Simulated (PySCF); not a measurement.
Broadened absorption spectrum of C4H9NO

Compound: C4H9NO.
InChI=1S/C4H9NO/c1-3-6-4-2-5-1/h5H,1-4H2

Theory: TDDFT PBE0/def2-SVPD, vertical, gas phase, core orbitals frozen in the response in PySCF 2.14.0, density-fitted response routines. One conformer (not necessarily the lowest) at the GFN2-xTB geometry, without solvent, vibrations or thermal averaging.

Each state is given a Gaussian of 0.5 eV full width at half maximum, with ε(max) = 2.175×10⁸ f / Δν̃ (Δν̃ the width in cm⁻¹). The width is an assumption, not a result. The curve ends short of the highest state used, and states not computed would add to its high-energy end.

```json
{"λ (nm)": "171.4", "ε (L mol⁻¹ cm⁻¹)": "687"}
{"λ (nm)": "174.7", "ε (L mol⁻¹ cm⁻¹)": "478"}
{"λ (nm)": "178.0", "ε (L mol⁻¹ cm⁻¹)": "719"}
{"λ (nm)": "181.3", "ε (L mol⁻¹ cm⁻¹)": "1486"}
{"λ (nm)": "184.6", "ε (L mol⁻¹ cm⁻¹)": "2772"}
{"λ (nm)": "187.9", "ε (L mol⁻¹ cm⁻¹)": "4051"}
{"λ (nm)": "191.2", "ε (L mol⁻¹ cm⁻¹)": "4517"}
{"λ (nm)": "194.5", "ε (L mol⁻¹ cm⁻¹)": "3884"}
{"λ (nm)": "197.8", "ε (L mol⁻¹ cm⁻¹)": "2647"}
{"λ (nm)": "201.1", "ε (L mol⁻¹ cm⁻¹)": "1524"}
{"λ (nm)": "204.4", "ε (L mol⁻¹ cm⁻¹)": "882"}
{"λ (nm)": "207.7", "ε (L mol⁻¹ cm⁻¹)": "682"}
{"λ (nm)": "211.0", "ε (L mol⁻¹ cm⁻¹)": "703"}
{"λ (nm)": "214.3", "ε (L mol⁻¹ cm⁻¹)": "742"}
{"λ (nm)": "217.6", "ε (L mol⁻¹ cm⁻¹)": "696"}
{"λ (nm)": "220.9", "ε (L mol⁻¹ cm⁻¹)": "564"}
{"λ (nm)": "224.2", "ε (L mol⁻¹ cm⁻¹)": "396"}
{"λ (nm)": "227.5", "ε (L mol⁻¹ cm⁻¹)": "243"}
{"λ (nm)": "230.8", "ε (L mol⁻¹ cm⁻¹)": "132"}
{"λ (nm)": "234.1", "ε (L mol⁻¹ cm⁻¹)": "64"}
{"λ (nm)": "237.4", "ε (L mol⁻¹ cm⁻¹)": "28"}
{"λ (nm)": "240.7", "ε (L mol⁻¹ cm⁻¹)": "11"}
{"λ (nm)": "244.0", "ε (L mol⁻¹ cm⁻¹)": "4"}
{"λ (nm)": "247.3", "ε (L mol⁻¹ cm⁻¹)": "1"}
```

**Question.** Where are the band maxima, and which computed states make them?

**Answer.** 214 nm (5.78 eV), ε about 740, made up of S1 (98%); 191 nm (6.50 eV), ε about 4500, made up of S2 (46%) and S3 (52%) (ε in L mol⁻¹ cm⁻¹; maxima over ε = 5, shares over 10%). At its high-energy end, 7.24 eV, the curve is still rising (ε about 710, from S5, S6 and S7). The states used: S1 5.76 eV (f 0.013); S2 6.47 eV (f 0.039); S3 6.50 eV (f 0.043); S4 6.78 eV (f 0.0052); S5 7.10 eV (f 0.0033); S6 7.51 eV (f 0.0067); S7 7.65 eV (f 0.046); S8 7.83 eV (f 0.0004).

**Question.** On this curve, what absorbance would a 10⁻³ mol/L sample give at 222 nm over a 1 cm path?

**Answer.** 222 nm is 5.585 eV, where ε is about 510 L mol⁻¹ cm⁻¹, so A = ε c l ≈ 0.51 (Beer–Lambert, with the gas-phase spectrum and the assumed width).

**Question.** Coming from long wavelengths, where does ε first pass 100 L mol⁻¹ cm⁻¹?

**Answer.** At about 232 nm (5.34 eV), 0.42 eV below S1.

**Question.** What would ε be at 6.50 eV, the highest of these maxima, with half the width (0.25 eV)?

**Answer.** About 8730 L mol⁻¹ cm⁻¹ against 4520, a factor of about 1.9; a lone state at its own centre would give exactly 2.
